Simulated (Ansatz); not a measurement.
# Sb (bcc): energy against volume

Method: DFT, RPBE, plane waves (420 eV) with PAW, scalar-relativistic (Ansatz 0.2.0). The PAW files were generated under PBE, with cores re-solved for the functional.

The cell is scaled uniformly from the relaxed one, with fractional coordinates and shape fixed. Energies are extrapolated to zero smearing, pressures are those at the given smearing. Magnetic state: spin not included.

A Birch-Murnaghan fit gives V₀ = 27.81 Å³/atom, B₀ = 54 GPa, B₀′ = 4.4.

Q: What are the energy above the minimum and the pressure at 25.641 Å³/atom?

A: 32.8 meV/atom and 5.38 GPa as computed.

Q: What are the energy above the minimum and the pressure at 26.756 Å³/atom?

A: 7.2 meV/atom and 2.36 GPa as computed.

Q: What are the energy above the minimum and the pressure at 28.986 Å³/atom?

A: 7.8 meV/atom and -2.00 GPa as computed.
